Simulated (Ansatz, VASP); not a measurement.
# One calculation of Al, two programs

File INCAR:

```
SYSTEM = Al
ALGO = Fast
EDIFF = 1E-6
ENCUT = 520
GGA = PE
ISIF = 2
ISMEAR = 0
LASPH = .TRUE.
LCHARG = .FALSE.
LREAL = .FALSE.
LWAVE = .FALSE.
NBANDS = 8
NELM = 100
PREC = Accurate
SIGMA = 0.15
```

File KPOINTS:

```
k-points
0
G
  22 22 22
  0 0 0
```

File POSCAR:

```
Al
1.0
   -1.6729088239      1.6729088239      1.5524593886
    1.6729088239     -1.6729088239      1.5524593886
    1.6729088239      1.6729088239     -1.5524593886
Al
1
Direct
    0.0000000000      0.0000000000      0.0000000000
```

Input for Ansatz:

```yaml
crystal:
  lattice:
    - [-1.6729088239, 1.6729088239, 1.5524593886]
    - [1.6729088239, -1.6729088239, 1.5524593886]
    - [1.6729088239, 1.6729088239, -1.5524593886]
  atoms:
    - { symbol: Al, position: [0.0, 0.0, 0.0] }
basis:
  ecutwfc: 420
kpoints:
  mp_grid: { grid: [22, 22, 22] }
hamiltonian:
  xc: pbe
scf:
  occupations: { method: gaussian, width: 0.15 }
output:
  forces: true
  stress: true
  eigenvalues: true
```

Alike in both runs: task single point; functional PBE; k mesh 22 × 22 × 22; occupations gaussian, width 0.15 eV; no spin polarisation.

```csv
,VASP,Ansatz
version,VASP 6.6.1,Ansatz 0.2.0
potentials or method,"VASP PAW PBE potentials, release 64 (Al)","scalar-relativistic, plane waves, PAW"
plane-wave cutoff (eV),520,420
valence electrons in the cell,3,3
```

Ansatz gave:

```
gap on the k mesh at the Fermi level (eV)       : none
pressure (GPa)                                  : -1.8
largest component of the traceless stress (GPa) : 1.22
```

Question: Estimate VASP's values.

Answer: gap on the k mesh at the Fermi level (eV): none; pressure (GPa): -1.8; largest component of the traceless stress (GPa): 1.23.

A gap of «none» marks a metal or a gap that the smearing closes.
